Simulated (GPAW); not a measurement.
# Cr (Im-3m) in GPAW: notebook

The runs below take Cr through hyperfine couplings, elastic constants, with PBE, PBE+D3(BJ).

Everything below comes from runs of GPAW 26.7.0. Logs are shortened: lines on timing, memory, paths and dates and some standing lists are left out, and cuts for length are marked. The log counts tension as positive stress, the text compression.

**1. Starting point**

The structure is cubic, space group Im-3m (No. 229). Conventional cell: a = 2.969 Å, b = 2.969 Å, c = 2.969 Å, α = 90.00°, β = 90.00°, γ = 90.00°. Cr (site symmetry m-3m) has 8 Cr at 2.57 Å as nearest neighbours.

**2. Hyperfine couplings, PBE, collinear spin, ferromagnetic start**

Contents of run.py:

```python
import numpy as np
from ase.dft.bandgap import bandgap
from ase.io import read, write
from ase.units import GPa
from gpaw import GPAW, PW
from gpaw.hyperfine import hyperfine_parameters

atoms = read('POSCAR')
atoms.set_initial_magnetic_moments([3.0])

calc = GPAW(mode=PW(600),
            xc='PBE',
            kpts={'size': (12, 12, 12), 'gamma': True},
            occupations={'name': 'fermi-dirac', 'width': 0.05},
            setups={'Cr': 'v3'},
            nbands=-8,
            convergence={'density': 1e-05, 'energy': 1e-05},
            maxiter=150,
            txt='gpaw.txt')
atoms.calc = calc
energy = atoms.get_potential_energy()
forces = atoms.get_forces()
stress = atoms.get_stress()
calc.write('gs.gpw')
write('result.traj', atoms)
print(f'Energy: {energy:.6f} eV')
print('Forces (eV/A):')
print(forces.round(4))
print('Stress (GPa):', (stress / GPa).round(3))
print('Moments:', calc.get_magnetic_moments().round(3))
print('Fermi level:', round(calc.get_fermi_level(), 4), 'eV')
print(f'Gap: {bandgap(calc)[0]:.4f} eV, direct: {bandgap(calc, direct=True)[0]:.4f} eV')

mu_N = 3.15245125e-8  # eV/T
for core in (True, False):
    A = hyperfine_parameters(calc, exclude_core=not core)
    for a, A_vv in zip(atoms, A):
        iso = np.trace(A_vv) / 3
        dip = np.linalg.eigvalsh(A_vv - iso * np.eye(3))
        print('with core' if core else 'valence', a.symbol, f'contact field {iso / (2 * mu_N):.3f} T, dipolar',
              *(dip / (2 * mu_N)).round(3), 'T')
```

Contents of POSCAR:

```
Cr
1.0
   -1.4844496776      1.4844496776      1.4844496776
    1.4844496776     -1.4844496776      1.4844496776
    1.4844496776      1.4844496776     -1.4844496776
Cr
1
Direct
    0.0000000000      0.0000000000      0.0000000000
```

Potentials or basis: GPAW PAW data sets (gpaw-data 1.2.1), newer versions, pw.

The run is started by

```console
OMP_NUM_THREADS=1 python run.py
```

gpaw.txt:

```text
__  _  _
 | _ |_)|_||  |
 |__||  | ||/\| - 26.7.0

Input parameters:
  mode=PW(ecut=600.0),
  convergence={'density': 1e-05, 'energy': 1e-05},
  kpts=MonkhorstPack(size=(12, 12, 12), gamma=True),
  maxiter=150,
  nbands=-8,
  occupations=Occupations(name='fermi-dirac', width=0.05),
  setups={'Cr': 'v3'},
  xc=XC(name='PBE')

Diagonalizing LCAO Hamiltonian
Converting LCAO to pw mode

       Cr

Atoms  # Å, Bohr magnetons
|   | symbol |        x |        y |        z |    initial magnetic moments |
|---|--------|----------|----------|----------|-----------------------------|
| 0 |     Cr | 0.000000 | 0.000000 | 0.000000 | ( 0.0000,  0.0000,  3.0000) |

Unit cell  # Å
| periodic |         x |         y |         z |  lengths |     angles |
|----------|-----------|-----------|-----------|----------|------------|
|      yes | -1.484450 |  1.484450 |  1.484450 | 2.571142 | 109.471221 |
|      yes |  1.484450 | -1.484450 |  1.484450 | 2.571142 | 109.471221 |
|      yes |  1.484450 |  1.484450 | -1.484450 | 2.571142 | 109.471221 |

Number of symmetries: 48
Symmetry operations  # r_c * U_cc + t_c -> r_c
|    | kind |            matrix            |
|----|------|------------------------------|
|  0 |  σ   |  1, 1, 1,  0, 0,-1,  0,-1, 0 |
|  1 |  C4  |  1, 1, 1,  0, 0,-1, -1, 0, 0 |
|  2 |  C2  |  1, 1, 1,  0,-1, 0,  0, 0,-1 |
|  3 |  S6  |  1, 1, 1,  0,-1, 0, -1, 0, 0 |
|  4 |  S6  |  1, 1, 1, -1, 0, 0,  0, 0,-1 |
|  5 |  C4  |  1, 1, 1, -1, 0, 0,  0,-1, 0 |
|  6 |  E   |  1, 0, 0,  0, 1, 0,  0, 0, 1 |
|  7 |  σ   |  1, 0, 0,  0, 1, 0, -1,-1,-1 |
|  8 |  σ   |  1, 0, 0,  0, 0, 1,  0, 1, 0 |
|  9 |  C3  |  1, 0, 0,  0, 0, 1, -1,-1,-1 |
| 10 |  C3  |  1, 0, 0, -1,-1,-1,  0, 1, 0 |
| 11 |  σ   |  1, 0, 0, -1,-1,-1,  0, 0, 1 |
| 12 |  σ   |  0, 1, 0,  1, 0, 0,  0, 0, 1 |
| 13 |  C2  |  0, 1, 0,  1, 0, 0, -1,-1,-1 |
| 14 |  C3  |  0, 1, 0,  0, 0, 1,  1, 0, 0 |
| 15 |  S4  |  0, 1, 0,  0, 0, 1, -1,-1,-1 |
| 16 |  S4  |  0, 1, 0, -1,-1,-1,  1, 0, 0 |
| 17 |  C3  |  0, 1, 0, -1,-1,-1,  0, 0, 1 |
| 18 |  C3  |  0, 0, 1,  1, 0, 0,  0, 1, 0 |
| 19 |  S4  |  0, 0, 1,  1, 0, 0, -1,-1,-1 |
| 20 |  σ   |  0, 0, 1,  0, 1, 0,  1, 0, 0 |
| 21 |  C3  |  0, 0, 1,  0, 1, 0, -1,-1,-1 |
| 22 |  C2  |  0, 0, 1, -1,-1,-1,  1, 0, 0 |
| 23 |  S4  |  0, 0, 1, -1,-1,-1,  0, 1, 0 |
| 24 |  C4  |  0, 0,-1,  1, 1, 1,  0,-1, 0 |
| 25 |  σ   |  0, 0,-1,  1, 1, 1, -1, 0, 0 |
| 26 |  S6  |  0, 0,-1,  0,-1, 0,  1, 1, 1 |
| 27 |  C2  |  0, 0,-1,  0,-1, 0, -1, 0, 0 |
| 28 |  C4  |  0, 0,-1, -1, 0, 0,  1, 1, 1 |
| 29 |  S6  |  0, 0,-1, -1, 0, 0,  0,-1, 0 |
| 30 |  S6  |  0,-1, 0,  1, 1, 1,  0, 0,-1 |
| 31 |  C4  |  0,-1, 0,  1, 1, 1, -1, 0, 0 |
| 32 |  C4  |  0,-1, 0,  0, 0,-1,  1, 1, 1 |
| 33 |  S6  |  0,-1, 0,  0, 0,-1, -1, 0, 0 |
| 34 |  σ   |  0,-1, 0, -1, 0, 0,  1, 1, 1 |
| 35 |  C2  |  0,-1, 0, -1, 0, 0,  0, 0,-1 |
| 36 |  C2  | -1, 0, 0,  1, 1, 1,  0, 0,-1 |
| 37 |  S6  | -1, 0, 0,  1, 1, 1,  0,-1, 0 |
| 38 |  S6  | -1, 0, 0,  0, 0,-1,  1, 1, 1 |
| 39 |  C2  | -1, 0, 0,  0, 0,-1,  0,-1, 0 |
| 40 |  C2  | -1, 0, 0,  0,-1, 0,  1, 1, 1 |
| 41 |  i   | -1, 0, 0,  0,-1, 0,  0, 0,-1 |
| 42 |  S4  | -1,-1,-1,  1, 0, 0,  0, 1, 0 |
| 43 |  C3  | -1,-1,-1,  1, 0, 0,  0, 0, 1 |
| 44 |  C3  | -1,-1,-1,  0, 1, 0,  1, 0, 0 |
| 45 |  σ   | -1,-1,-1,  0, 1, 0,  0, 0, 1 |
| 46 |  S4  | -1,-1,-1,  0, 0, 1,  1, 0, 0 |
[... 66 lines left out ...]
    |   4s |  1.000 |      -4.007 |    1.058 |
    |   3p |  6.000 |     -45.444 |    1.217 |
    |   4p |  0.000 |      -0.989 |    1.217 |
    |   3d |  5.000 |      -2.913 |    1.111 |
    |    d |        |      24.298 |    1.111 |

    Using partial waves for Cr as LCAO basis

Reference energy: -28586.150033  # eV

eigensolver:
  PPCG
  Converge bands: occupied
  niter=2

density mixing:
  MSR1-Mixer
  Pratt-step length: 0.05
  Maximum mixing coefficient: 0.75
  Old densities: 10
  SVD Regularization: 0.005
  Good broyden scale: 1.0
  Trust region scale: 1.0
  Backstep threshold: 4.0
  History deletion threshold: 6.0
  Fourier metric: weight=20.0, sigma=0.015

occupation numbers:
  Fermi-Dirac:
    width: 0.0500  # eV

poisson solver:
  ecut: 4800.0  # eV

xc functional:
  name: PBE with 2 nearest neighbor stencil

convergence criteria:
- Maximum integral of absolute [dens]ity change: 1e-05 electrons / valence electron
- Maximum [total energy] change in last 3 cyles: 1e-05 eV / valence electron
- Maximum integral of absolute [eigenst]ate change: 4e-08 eV^2 / valence electron
maximum number of iterations: 150

SCF iterations
|iter     | |      energy | eigst |  dens |  magmom |
|---------|-|-------------|-------|-------|---------|
|iter:   1| |   -8.426659 | -0.85 |       |  +2.9936|
|iter:   2| |   -8.466234 | -3.14 | -0.82 |  +2.9117|
|iter:   3| |   -9.210592 | -2.55 | -0.83 |  +1.1716|
|iter:   4| |   -9.365967 | -2.63 | -1.16 |  -0.3339|
|iter:   5| |   -9.375889 | -3.06 | -1.43 |  +0.0224|
|iter:   6| |   -9.372416 | -3.88 | -1.89 |  +0.1845|
|iter:   7| |   -9.377080 | -3.92 | -1.88 |  -0.0640|
|iter:   8| |   -9.377500 | -4.70 | -2.22 |  -0.0109|
|iter:   9| |   -9.377584 | -5.99 | -3.02 |  -0.0049|
|iter:  10| |   -9.377606c| -6.28 | -3.38 |  -0.0000|
|iter:  11| |   -9.377606c| -8.21c| -4.47 |  +0.0000|
|iter:  12| |   -9.377606c| -7.56c| -4.86 |  -0.0000|
|iter:  13| |   -9.377606c| -8.87c| -5.95c|  +0.0000|

Converged in 13 steps
Energy contributions relative to reference atoms: (reference = -28586.150033)

Energy contributions:
  Kinetic:          -3.617744
  Coulomb:          -3.145896
  Zero:              0.172377
  External:          0.000000
  Xc:               -2.783318
  Entropy:          -0.006050
  Spinorbit:         0.000000
  ----------------------------
  Free energy:      -9.380631
  Extrapolated:     -9.377606

dipole moment: (-4.817885, -4.817885, -4.817885)  # |e|*Ang

Total magnetic moment: (0.000000, 0.000000, 0.000002)

Local magnetic moments
|        x |        y |        z |
|----------|----------|----------|
| 0.000000 | 0.000000 | 0.000006 |  # Cr   0

Fermi level: 10.645
Eigenvalues  # (at kpt = [-0.000, -0.000, -0.000])
| band index |      eig [eV] | occ [0-1] |      eig [eV] | occ [0-1] |
|------------|---------------|-----------|---------------|-----------|
|          0 |       -61.225 |     1.000 |       -61.225 |     1.000 |
|          1 |       -32.154 |     1.000 |       -32.154 |     1.000 |
|          2 |       -32.154 |     1.000 |       -32.154 |     1.000 |
|          3 |       -32.154 |     1.000 |       -32.154 |     1.000 |
|          4 |         3.258 |     1.000 |         3.258 |     1.000 |
|          5 |         9.934 |     1.000 |         9.934 |     1.000 |
[... 8 lines left out ...]
|         14 |        38.077 |     0.000 |        38.077 |     0.000 |
|         15 |        41.080 |     0.000 |        41.080 |     0.000 |

No gap
No difference between direct/indirect transitions

Forces  # eV/Ang
|        x |        y |        z |
|----------|----------|----------|
| -0.00000 | -0.00000 | -0.00000 |  # Cr   0

Stress tensor  # eV/Ang^3
|         x |         y |         z |
|-----------|-----------|-----------|
|  0.153631 | -0.000000 | -0.000000 |
| -0.000000 |  0.153631 |  0.000000 |
| -0.000000 |  0.000000 |  0.153631 |

# Writing to gs.gpw (mode='')
```

Run time: 29 s. Hardware: 1 thread of Arm Neoverse V1, shared host; peak memory 0.15 GiB.

Results:

- Free energy: -9.3806 eV
- Pressure: -24.6 GPa
- Band gap on the k mesh: none (metal or under the smearing width)
- Net moment: 0.00 μB per cell

Levels at points of the mesh, in eV from the Fermi level:
Spin up:
```tsv
k point	band 4	band 5	band 6	band 7	band 8	band 9	band 10	band 11
(0.00, 0.00, 0.00)	-42.80	-7.39	-0.71	-0.71	-0.71	1.04	1.04	21.37
(0.50, 0.50, 0.00)	-42.80	-3.81	-2.01	0.87	1.01	1.30	2.44	8.54
(0.50, 0.50, 0.50)	-43.23	-3.56	-3.56	2.11	2.11	2.11	9.57	9.57
```
Spin down:
```csv
k point,band 3,band 4,band 5,band 6,band 7,band 8,band 9,band 10,band 11,band 12
"(0.00, 0.00, 0.00)",-42.80,-42.80,-7.39,-0.71,-0.71,-0.71,1.04,1.04,21.37,21.37
"(0.50, 0.50, 0.00)",-43.00,-42.80,-3.81,-2.01,0.87,1.01,1.30,2.44,8.54,16.24
"(0.50, 0.50, 0.50)",-43.23,-43.23,-3.56,-3.56,2.11,2.11,2.11,9.57,9.57,9.57
```

Caveat: the dipolar part lacks the spin inside other atoms' spheres; the starting moments collapsed, and a magnetic state may lie lower; so large a pressure means that the cell lies far from this level's equilibrium, or that cutoff or potentials fall short.

[end of part 1 of 2]
